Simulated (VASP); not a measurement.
Set up this calculation in VASP 6.6.1, as the native input.

```
Task                               : band structure
Functional                         : HSE06
Potentials or basis                : VASP PAW PBE potentials, release 64 (W_sv, S)
Cutoff                             : 520 eV
k mesh                             : 6 × 6 × 2
Occupations                        : gaussian, width 0.03 eV
Spin                               : no spin polarisation
Grid for exact exchange (PRECFOCK) : Fast
Screening parameter                : 0.2 1/A
Further INCAR settings             : ALGO = Normal; EDIFF = 1e-06; NBANDS = 35
```

The system is WS2 (Tungstenite).

```
W S
1.0
     3.15410    0.00000    0.00000
    -1.57705    2.73153    0.00000
     0.00000    0.00000   12.14229
W S
2 4
Direct
  0.33333 0.66667 0.25000
  0.66667 0.33333 0.75000
  0.33333 0.66667 0.62030
  0.66667 0.33333 0.12030
  0.33333 0.66667 0.87970
  0.66667 0.33333 0.37970
```

One way to write it, as run:

POSCAR

```
WS2                                     
1.0
    3.1541041076      0.0000000000      0.0000000000
   -1.5770520538      2.7315342833      0.0000000000
    0.0000000000      0.0000000000     12.1422918806
  W               S             
     2     4
Direct
     0.3333333332999970    0.6666666667000030    0.2500000000000000
     0.6666666667000030    0.3333333332999970    0.7500000000000000
     0.3333333332999970    0.6666666667000030    0.6203012365278617
     0.6666666667000030    0.3333333332999970    0.1203012365278618
     0.3333333332999970    0.6666666667000030    0.8796987634721383
     0.6666666667000030    0.3333333332999970    0.3796987634721382
```

INCAR.step1

```
PREC = Accurate
ENCUT = 520
EDIFF = 1E-5
ISMEAR = 0
SIGMA = 0.03
LREAL = F
LASPH = T
NELM = 80
ALGO = Normal
ISIF = 2
LWAVE = T
LCHARG = F
LMAXMIX = 4
NBANDS = 35
KPAR = 4
GGA = PE
```

INCAR.step2

```
PREC = Accurate
ENCUT = 520
EDIFF = 1E-6
ISMEAR = 0
SIGMA = 0.03
LREAL = F
LASPH = T
NELM = 80
ALGO = Normal
ISIF = 2
LWAVE = F
LCHARG = F
LMAXMIX = 4
GGA = PE
LHFCALC = T
HFSCREEN = 0.2
PRECFOCK = Fast
NBANDS = 35
KPAR = 4
ISTART = 1
```

KPOINTS

```
Automatic mesh
0
Gamma
  6 6 2
```

KPOINTS_OPT

```
explicit points
6
Reciprocal
 0.0000000000  0.0000000000  0.0000000000 1
 0.0000000000  0.0000000000  0.5000000000 1
 0.3333333333  0.3333333333  0.5000000000 1
 0.3333333333  0.3333333333  0.0000000000 1
 0.5000000000  0.0000000000  0.5000000000 1
 0.5000000000  0.0000000000  0.0000000000 1
```

Potentials or basis: VASP PAW PBE potentials, release 64 (W_sv, S).

Launch:

```bash
$ cat potpaw_PBE.64/W_sv/POTCAR potpaw_PBE.64/S/POTCAR > POTCAR
$ cp INCAR.step1 INCAR
$ mpirun -np 4 vasp_std > vasp.out
$ cp INCAR.step2 INCAR
$ mpirun -np 4 vasp_std > vasp.out
```

Results of the run:

* Pressure: -1.0 GPa
* Largest force: 0.571 eV/Å
* Band gap on the k mesh: 1.44 eV, indirect (least direct gap 2.34 eV)
* Band gap along the path: 1.76 eV, indirect (least direct gap 2.34 eV)

Caveat: the PAW data sets were made with another functional, which shifts forces and pressure a little; spin-orbit coupling is left out, which moves the levels of the heavy elements; this functional lacks dispersion, which binds the layers, so the pressure and a relaxed spacing across them are unreliable.

Wall time 21 min on 4 MPI ranks on Intel(R) Xeon(R) 6975P-C (Granite Rapids) (shared host), peak memory 0.43 GiB a rank.
